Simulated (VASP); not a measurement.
# Be2C (Fm-3m) in VASP: a series of runs

The runs below take Be2C through single point, relaxation of cell and atoms, with PBE.

All numbers are computed with VASP 6.6.1; they aren't measurements. Logs are shortened: lines on timing, memory, paths and dates and some standing lists are left out, and cuts for length are marked.

## 1. Starting point

Symmetry: Fm-3m, No. 225, cubic system. Conventional cell: a = 4.328 Å, b = 4.328 Å, c = 4.328 Å, α = 90.00°, β = 90.00°, γ = 90.00°. Around Be (site symmetry -43m) lie 4 C at 1.87 Å. C (site symmetry m-3m) has 8 Be at 1.87 Å as nearest neighbours.

The cell is a database's computed one.

## 2. Single point, PBE

INCAR reads:

```
SYSTEM = Be2C
PREC = Accurate ; ENCUT = 520
EDIFF = 1E-7 ; ISMEAR = 0
SIGMA = 0.02 ; LREAL = .FALSE.
LASPH = .TRUE. ; NELM = 60
ALGO = Normal ; ISIF = 2
LWAVE = .FALSE. ; LCHARG = .FALSE.
GGA = PE ; NBANDS = 11
```

KPOINTS reads:

```
Automatic mesh
0
G
  12 12 12
  0 0 0
```

POSCAR reads:

```
Be2C
1.0
    0.0000000000      2.1641975738      2.1641975738
    2.1641975738      0.0000000000      2.1641975738
    2.1641975738      2.1641975738      0.0000000000
Be C
2 1
Direct
    0.7500000000      0.7500000000      0.7500000000
    0.2500000000      0.2500000000      0.2500000000
    0.0000000000      0.0000000000      0.0000000000
```

Potentials or basis: VASP PAW PBE potentials, release 64 (Be, C).

Run with:

```bash
$ cat potpaw_PBE.64/Be/POTCAR potpaw_PBE.64/C/POTCAR > POTCAR
$ mpirun -np 1 vasp_std > vasp.out
```

OUTCAR:

```text
SYSTEM = Be2C
   PREC = Accurate
   ENCUT = 520
   EDIFF = 1E-7
   ISMEAR = 0
   LREAL = .FALSE.
   LASPH = .TRUE.
   NELM = 60
   ISIF = 2
   GGA = PE

 ion  position               nearest neighbor table
   1  0.750  0.750  0.750-   3 1.87   3 1.87   3 1.87   3 1.87   2 2.16   2 2.16   2 2.16   2 2.16
                             2 2.16   2 2.16
   2  0.250  0.250  0.250-   3 1.87   3 1.87   3 1.87   3 1.87   1 2.16   1 2.16   1 2.16   1 2.16
                             1 2.16   1 2.16
   3  0.000  0.000  0.000-   1 1.87   1 1.87   1 1.87   1 1.87   2 1.87   2 1.87   2 1.87   2 1.87

  LATTYP: Found a face centered cubic cell.
 ALAT       =     4.3283951476

  Lattice vectors:

 A1 = (   0.0000000000,   2.1641975738,   2.1641975738)
 A2 = (   2.1641975738,   0.0000000000,   2.1641975738)
 A3 = (   2.1641975738,   2.1641975738,   0.0000000000)

Analysis of symmetry for initial positions (statically):
=====================================================================
 Subroutine PRICEL returns:
 Original cell was already a primitive cell.

 Routine SETGRP: Setting up the symmetry group for a
 face centered cubic supercell.

 Subroutine GETGRP returns: Found 48 space group operations
 (whereof 48 operations were pure point group operations)
 out of a pool of 48 trial point group operations.

The static configuration has the point symmetry O_h .

Analysis of symmetry for dynamics (positions and initial velocities):
=====================================================================
 Subroutine PRICEL returns:
 Original cell was already a primitive cell.

 Routine SETGRP: Setting up the symmetry group for a
 face centered cubic supercell.

 Subroutine GETGRP returns: Found 48 space group operations
 (whereof 48 operations were pure point group operations)
 out of a pool of 48 trial point group operations.

The dynamic configuration has the point symmetry O_h .

 Subroutine INISYM returns: Found 48 space group operations
 (whereof 48 operations are pure point group operations),
 and found     1 'primitive' translations

----------------------------------------------------------------------------------------

                                     Primitive cell

  volume of cell :      20.2731

  direct lattice vectors                    reciprocal lattice vectors
     0.000000000  2.164197574  2.164197574    -0.231032511  0.231032511  0.231032511
     2.164197574  0.000000000  2.164197574     0.231032511 -0.231032511  0.231032511
     2.164197574  2.164197574  0.000000000     0.231032511  0.231032511 -0.231032511

  length of vectors
     3.060637561  3.060637561  3.060637561     0.400160047  0.400160047  0.400160047

  position of ions in fractional coordinates (direct lattice)
     0.750000000  0.750000000  0.750000000
     0.250000000  0.250000000  0.250000000
     0.000000000  0.000000000  0.000000000

  ion indices of the primitive-cell ions
   primitive index   ion index
                 1           1
                 2           2
                 3           3

----------------------------------------------------------------------------------------

 KPOINTS: Automatic mesh

Automatic generation of k-mesh.
 Grid dimensions read from file:
 generate k-points for:   12   12   12

 Generating k-lattice:

  Cartesian coordinates                     Fractional coordinates (reciprocal lattice)
    -0.019252709  0.019252709  0.019252709     0.083333333  0.000000000  0.000000000
     0.019252709 -0.019252709  0.019252709     0.000000000  0.083333333  0.000000000
     0.019252709  0.019252709 -0.019252709     0.000000000  0.000000000  0.083333333

  Length of vectors
     0.033346671  0.033346671  0.033346671

  Shift w.r.t. Gamma in fractional coordinates (k-lattice)
     0.000000000  0.000000000  0.000000000

 Subroutine IBZKPT returns following result:
 ===========================================

 Found     72 irreducible k-points:

 Following reciprocal coordinates:
            Coordinates               Weight
  0.000000  0.000000  0.000000      1.000000
  0.083333  0.000000  0.000000      8.000000
  0.166667  0.000000  0.000000      8.000000
  0.250000  0.000000  0.000000      8.000000
  0.333333  0.000000  0.000000      8.000000
  0.416667  0.000000  0.000000      8.000000
[... 16 lines left out ...]
  0.500000  0.166667  0.000000     24.000000
 -0.416667  0.166667  0.000000     24.000000
 [... further k-points ...]
   k-points           NKPTS =     72   k-points in BZ     NKDIM =     72   number of bands    NBANDS=     11
   number of dos      NEDOS =    301   number of ions     NIONS =      3
   total plane-waves  NPLWV =  13824
   dimension x,y,z NGX =    24 NGY =   24 NGZ =   24
   dimension x,y,z NGXF=    48 NGYF=   48 NGZF=   48
   ions per type =               2   1
   NGX,Y,Z   is equivalent  to a cutoff of  13.04, 13.04, 13.04 a.u.
   NGXF,Y,Z  is equivalent  to a cutoff of  26.07, 26.07, 26.07 a.u.
 SYSTEM =  Be2C
   PREC   = accura    normal or accurate (medium, high low for compatibility)
   ISTART =      0    job   : 0-new  1-cont  2-samecut
   ICHARG =      2    charge: 1-file 2-atom 10-const
   ISPIN  =      1    spin polarized calculation?
   LNONCOLLINEAR =      F non collinear calculations
   LSORBIT =      F    spin-orbit coupling
   LASPH  =      T    aspherical Exc in radial PAW
   ENCUT  =  520.0 eV  38.22 Ry    6.18 a.u.   5.69  5.69  5.69*2*pi/ulx,y,z
   NELM   =     60;   NELMIN=  2; NELMDL= -5     # of ELM steps
   EDIFF  = 0.1E-06   stopping-criterion for ELM
   LREAL  =      F    real-space projection
   EDIFFG = 0.1E-05   stopping-criterion for IOM
   NSW    =      0    number of steps for IOM
   IBRION =     -1    ionic relax: 0-MD 1-quasi-New 2-CG
   NFREE  =      0    steps in history (QN), initial steepest desc. (CG)
   ISIF   =      2    stress and relaxation
   ISYM   =      2    0-nonsym 1-usesym 2-fastsym
   POTIM  = 0.5000    time-step for ionic-motion
   TEBEG  =    0.0;   TEEND  =   0.0 temperature during run
   PSTRESS=    0.0 pullay stress
   NELECT =       8.0000    total number of electrons
   NUPDOWN=      -1.0000    fix difference up-down
   EMIN   =  10.00;   EMAX   =-10.00  energy-range for DOS
   EFERMI =   0.00;   METHOD = LEGACY
   ISMEAR =     0;   SIGMA  =   0.02  broadening in eV -4-tet -1-fermi 0-gaus
   EFERMI_NEDOS =   21; number of points for ismear=-14 and -15
   IALGO  =     38    algorithm
   IMIX   =      4    mixing-type and parameters
     AMIX     =   0.40;   BMIX     =  1.00
     AMIX_MAG =   1.60;   BMIX_MAG =  1.00
  volume/ion in A,a.u.               =       6.76        45.60
  Fermi-wavevector in a.u.,A,eV,Ry     =   1.200783  2.269151 19.617971  1.441880
  Thomas-Fermi vector in A             =   2.336610
   LORBIT       =      0    0 simple, 1 ext, 2 COOP (PROOUT), +10 PAW based schemes
   GGA     = PE    functional components
   LHFCALC =     F    Hartree Fock is set to
   AEXX    =    0.0000 exact exchange contribution
   IVDW    =     0    specifies the selected vdW correction
   LEPSILON=     F    determine dielectric tensor
   LRPA    =     F    only Hartree local field effects (RPA)
 non-spin polarized calculation
 Gauss-broadening in eV      SIGMA  =   0.02
  energy-cutoff  :      520.00
  volume of cell :       20.27
 maximum number of plane-waves:       568
   NGX = 11   NGY = 11   NGZ = 11

 number of electron       8.0000000 magnetization

 Free energy of the ion-electron system (eV)
  ---------------------------------------------------
  ext. energy  EPLUGINS =         0.00000000
  ---------------------------------------------------
  free energy    TOTEN  =       -17.45576844 eV

  energy without entropy =      -17.45576844  energy(sigma->0) =      -17.45576844

 E-fermi :   7.8415     XC(G=0): -11.4408

 val. band max:        7.7347286647   @ k =   0.0000   0.0000   0.0000
 cond. band min:       8.8924836827   @ k =   0.5000   0.5000   0.0000
 fundamental gap:      1.1577550180
 Fermi energy:         7.8415281057

 k-point     1 :       0.0000    0.0000    0.0000
  band No.  band energies     occupation
      1      -7.3092      2.00000
      2       7.7347      2.00000
      3       7.7347      2.00000
      4       7.7347      2.00000
      5      11.8634      0.00000
      6      11.8634      0.00000
      7      11.8634      0.00000
      8      14.4916      0.00000
      9      20.9079      0.00000
     10      20.9079      0.00000
     11      20.9079      0.00000

 k-point     2 :       0.0833    0.0000    0.0000
  band No.  band energies     occupation
      1      -7.1982      2.00000
      2       6.7556      2.00000
      3       7.5144      2.00000
      4       7.5144      2.00000
      5      12.1851      0.00000
      6      12.1851      0.00000
      7      12.5014      0.00000
      8      14.7557      0.00000
      9      20.0906      0.00000
     10      20.0906      0.00000
     11      21.1752      0.00000

 k-point     3 :       0.1667    0.0000    0.0000
  band No.  band energies     occupation
      1      -6.8681      2.00000
      2       4.8759      2.00000
      3       7.0429      2.00000
      4       7.0429      2.00000
      5      12.8347      0.00000
      6      12.8347      0.00000
      7      13.3419      0.00000
      8      15.5061      0.00000
      9      19.1092      0.00000
     10      19.1092      0.00000
     11      21.9444      0.00000

 k-point     4 :       0.2500    0.0000    0.0000
  band No.  band energies     occupation
      1      -6.3303      2.00000
      2       2.9031      2.00000
      3       6.5685      2.00000
      4       6.5685      2.00000
      5      13.2182      0.00000
      6      13.2182      0.00000
      7      13.9107      0.00000
      8      16.3595      0.00000
      9      19.0251      0.00000
     10      19.0251      0.00000
     11      23.0004      0.00000

 k-point     5 :       0.3333    0.0000    0.0000
  band No.  band energies     occupation
      1      -5.6195      2.00000
      2       1.0945      2.00000
      3       6.2023      2.00000
      4       6.2023      2.00000
      5      13.1115      0.00000
      6      13.1115      0.00000
      7      14.3412      0.00000
      8      17.0098      0.00000
      9      20.0006      0.00000
     10      20.0006      0.00000
     11      23.9417      0.00000
[... 211 lines left out ...]
 k-point    21 :       0.3333    0.1667    0.0000
  band No.  band energies     occupation
      1      -5.7469      2.00000
      2       2.4672      2.00000
      3       4.8835      2.00000
      4       5.5291      2.00000
      5      12.3431      0.00000
      6      14.0934      0.00000
      7      15.3907      0.00000
      8      15.7321      0.00000
      9      19.7163      0.00000
     10      22.5878      0.00000
     11      24.2014      0.00000

 k-point    22 :       0.4167    0.1667    0.0000
  band No.  band energies     occupation
      1      -5.0242      2.00000
      2       0.8684      2.00000
      3       4.7609      2.00000
      4       4.9841      2.00000
      5      12.1403      0.00000
      6      15.1721      0.00000
      7      15.6082      0.00000
      8      16.1199      0.00000
      9      20.3376      0.00000
     10      22.9735      0.00000
     11      24.7465      0.00000

 k-point    23 :       0.5000    0.1667    0.0000
  band No.  band energies     occupation
      1      -4.3484      2.00000
      2      -0.3011      2.00000
      3       4.4723      2.00000
      4       4.8703      2.00000
      5      12.1873      0.00000
      6      14.7949      0.00000
      7      16.1350      0.00000
      8      17.4621      0.00000
      9      20.6103      0.00000
     10      22.4432      0.00000
     11      24.8924      0.00000

 k-point    24 :      -0.4167    0.1667    0.0000
  band No.  band energies     occupation
      1      -4.2111      2.00000
      2      -0.5159      2.00000
      3       4.1020      2.00000
      4       5.1965      2.00000
      5      12.4622      0.00000
      6      14.5003      0.00000
      7      16.0810      0.00000
      8      18.4795      0.00000
      9      20.6896      0.00000
     10      21.0099      0.00000
     11      24.7274      0.00000

 [... further k-points ...]

------------------------ aborting loop because EDIFF is reached ----------------------------------------

  FORCE on cell =-STRESS in cart. coord.  units (eV):
  Direction    XX          YY          ZZ          XY          YZ          ZX
  --------------------------------------------------------------------------------------
  -------------------------------------------------------------------------------------
  Total        0.0502044      0.0502044      0.0502044      0.0000000     -0.0000000      0.0000000
  in kB        3.9676376      3.9676376      3.9676376      0.0000000     -0.0000000      0.0000000
  external PRESSURE =       3.9676376 kB  Pullay stress =       0.0000000 kB

 VOLUME and BASIS-vectors are now :
 -----------------------------------------------------------------------------
  energy-cutoff  :      520.00
  volume of cell :       20.27
      direct lattice vectors                 reciprocal lattice vectors
     0.000000000  2.164197574  2.164197574    -0.231032511  0.231032511  0.231032511
     2.164197574  0.000000000  2.164197574     0.231032511 -0.231032511  0.231032511
     2.164197574  2.164197574  0.000000000     0.231032511  0.231032511 -0.231032511

 POSITION                                       TOTAL-FORCE (eV/Angst)
 -----------------------------------------------------------------------------------
      3.24630      3.24630      3.24630         0.000000      0.000000     -0.000000
      1.08210      1.08210      1.08210        -0.000000     -0.000000      0.000000
      0.00000      0.00000      0.00000        -0.000000     -0.000000     -0.000000
 -----------------------------------------------------------------------------------
    total drift:                               -0.000000     -0.000000      0.000000

  FREE ENERGIE OF THE ION-ELECTRON SYSTEM (eV)
  ---------------------------------------------------
  free  energy   TOTEN  =       -17.4557684438 eV

  energy  without entropy=      -17.4557684438  energy(sigma->0) =      -17.45576844
```

Run time: 4.9 s. Hardware: 1 thread of Intel Xeon 6975P-C (Granite Rapids), shared host; peak memory 0.14 GiB.

What came out:

```yaml
Free_energy: -17.4558 eV
Pressure: 0.4 GPa
Band_gap_on_the_k_mesh: 1.16 eV, indirect (least direct gap 4.13 eV)
```

[end of part 1 of 2]
